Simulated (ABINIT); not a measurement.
**Nb: band structure with PBEsol**

The system is Nb.

```
Nb
1.0
    -1.66395    1.66395    1.66395
     1.66395   -1.66395    1.66395
     1.66395    1.66395   -1.66395
Nb
1
Direct
  0.00000 0.00000 0.00000
```

| Item | Value |
| --- | --- |
| Program | ABINIT 10.8.3 (patched build) |
| Task | band structure |
| Functional | PBEsol |
| Potentials or basis | PseudoDojo NC SR PBEsol v0.4 stringent |
| Cutoff | 1116 eV |
| k mesh | 11 × 11 × 11 |
| Occupations | fermi-dirac, width 0.05 eV |
| Spin | no spin polarisation |

The pressure is -7.7 GPa. The band gap on the k mesh is none (metal or under the smearing width) and the valence electrons inside the program's atomic spheres are Nb 9.41 (radii [1.0584] Å).

Levels at the corners of the path, in eV from the Fermi level:
```tsv
point	band 2	band 3	band 4	band 5	band 6	band 7	band 8	band 9	band 10	band 11
Γ	-29.64	-29.64	-29.64	-5.86	0.40	0.40	0.40	3.24	3.24	14.26
H	-30.51	-30.51	-30.51	-3.57	-3.57	5.52	5.52	5.52	8.91	8.91
N	-30.91	-30.04	-29.65	-3.61	-1.56	2.22	3.26	3.92	6.26	11.63
Γ	-29.64	-29.64	-29.64	-5.86	0.40	0.40	0.40	3.24	3.24	14.26
P	-30.28	-30.28	-30.28	-1.04	-1.04	-1.04	4.05	4.05	9.19	11.74
H	-30.51	-30.51	-30.51	-3.57	-3.57	5.52	5.52	5.52	8.91	8.91
```

It took 27 s on 1 thread of Arm Neoverse V1, with other jobs on the host, peak memory 0.11 GiB.
